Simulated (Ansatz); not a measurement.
Results of HSE06 (Ansatz, a program for electronic structure, plane waves, PAW) for rock-salt LiI.

Numerical settings: plane-wave cutoff 460 eV, 8×8×8 k mesh, Fermi–Dirac smearing 0.01 eV, scalar-relativistic PAW data made under PBE.

Cell (relaxed at this level):

```yaml
crystal:
  lattice:
    - [0.00000, 2.99272, 2.99272]
    - [2.99272, 0.00000, 2.99272]
    - [2.99272, 2.99272, 0.00000]
  atoms:
    - { symbol: Li, position: [0.00000, 0.00000, 0.00000] }
    - { symbol: I, position: [0.50000, 0.50000, 0.50000] }
```

Problem. Predict the width of the whole s-p valence band, bulk modulus B0, band gap and smallest direct gap on the k points sampled.

Solution. 
* **width of the whole s-p valence band**: 12.72 eV
* **bulk modulus B0**: 20.6 GPa
* **band gap**: 5.31 eV
* **smallest direct gap on the k points sampled**: 5.35 eV

Measured, for comparison: band gap 6.4 eV (temperature not stated, no zero-point or thermal correction, our sources range from 6.10 to 6.40; as tabulated in Aguado et al. (1998), arXiv:cond-mat/9809176); bulk modulus 24 GPa (0 K, extrapolated to 0 K; as tabulated in Doll and Stoll (1998), arXiv:cond-mat/9801031). Computed (rounded) less measured: bulk modulus -14 %.

Spin–orbit coupling is not included; with these elements it can move the gap by several tenths of an eV or more.

The computed numbers hold no vibrational or temperature effects.

Computing time: roughly 21 core-minutes.
